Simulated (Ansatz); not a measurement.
# Ta (Fm-3m): energy against the cell's spin moment

Geometry: a structure as deposited in COD; nothing is relaxed.

Common settings: PBE, 13×13×13 k mesh, Fermi–Dirac smearing of 0.03 eV. PAW means Ansatz 0.2.0 on its default frozen-core files; LAPW is all-electron LAPW in Ansatz 0.2.0. Site moments are integrated in spheres about the atoms, whose radii differ between the methods.

The first input and its command:

```yaml
crystal:
  lattice:
    - [0.0, 2.11, 2.11]
    - [2.11, 0.0, 2.11]
    - [2.11, 2.11, 0.0]
  atoms:
    - { symbol: Ta, position: [0.0, 0.0, 0.0], spin: 0.6 }
magnetization:
  spin_polarized: true
kpoints:
  mp_grid: { grid: [13, 13, 13] }
scf:
  occupations: { method: fermi_dirac, width: 0.03 }
  lower_state_search: "off"
hamiltonian:
  xc: pbe
  pseudopotentials: { kind: paw }
output:
  forces: true
  stress: true
  eigenvalues: true
  populations: true
  dos: { projected: true, de: 0.1, e_range: [-8, 5] }
  write_density: true
  write_potential: true
  elf: true
  volumetric_format: npy
```

Command: `ansatz run input.yaml --threads 1 --pin off --max-ram 3072MiB --backend cpu --events-out ev --progress --plain --runs-dir out`

The input for «total moment held at 1.4 μB» by PAW differs from it in these lines, output keys apart:

```diff
-    - { symbol: Ta, position: [0.0, 0.0, 0.0], spin: 0.6 }
+    - { symbol: Ta, position: [0.0, 0.0, 0.0], spin: 1.4 }
+  initial_magnetization: 1.4
+  spin_locking: { lock_magnetization: hard }
```

The input for «total moment held at 0.75 μB» by LAPW differs from it in these lines, output keys apart:

```diff
-    - { symbol: Ta, position: [0.0, 0.0, 0.0], spin: 0.6 }
+    - { symbol: Ta, position: [0.0, 0.0, 0.0], spin: 0.75 }
+  initial_magnetization: 0.75
+  spin_locking: { lock_magnetization: hard }
-  pseudopotentials: { kind: paw }
+  pseudopotentials: { kind: all_electron, lapw: { basis_error: 0.001 } }
```

The total moment M of the cell is held by giving each spin its own Fermi level. Half their difference over μB is the field that would hold M, so μB·B = dF/dM. Energies count from each method's free run. The held moment starts spread evenly over Ta.

Does the cell keep a net moment when the moments are free, and how does its energy change with a held moment?

The free run has no net moment (M = 0.00 μB). 
```tsv
M (μB/cell)	ΔF PAW (meV/cell)	ΔF LAPW (meV/cell)	B, PAW (T)	largest site moment, PAW (μB)	pressure, PAW (GPa)
0.00	0.0	0.0	–	0.00	0.4
0.10	+4.3	–	+1399	0.07	0.3
0.20	+15.0	+14.9	+2178	0.14	0.4
0.35	+37.0	+36.9	+3021	0.24	0.9
0.50	+67.3	+67.0	+3934	0.34	1.1
0.75	+141.3	+140.8	+6309	0.51	2.0
1.00	+245.0	–	+8037	0.69	2.8
1.40	+468.0	–	+12055	0.97	4.7
```

Check μB·B = dF/dM between M = 1.00 and 1.40 μB with the PAW numbers.

ΔF/ΔM = +223.0 meV / 0.40 = +557.6 meV per μB, which is +9633 T with μB = 0.05788 meV/T. The mean of the two holding fields is +10046 T. The slope equals the mean of B over the step, so the two agree where B(M) is nearly straight between its ends, and here they lie within a tenth of each other.

Separate runs put a uniform field on the spins (g = 2):

| field (T) | M PAW (μB/cell) | M LAPW (μB/cell) |
| --- | --- | --- |
| 200 | 0.014 | 0.014 |
| 1000 | 0.066 | 0.066 |
| 3000 | 0.347 | 0.349 |

The Ansatz runs typed with the search for lower states off end where their start leads. Spin–orbit coupling is left out although heavy atoms are present. None of this fixes the real material's magnetic order: only patterns that fit the cell were computed, at zero temperature, with a functional that can overstate moments.
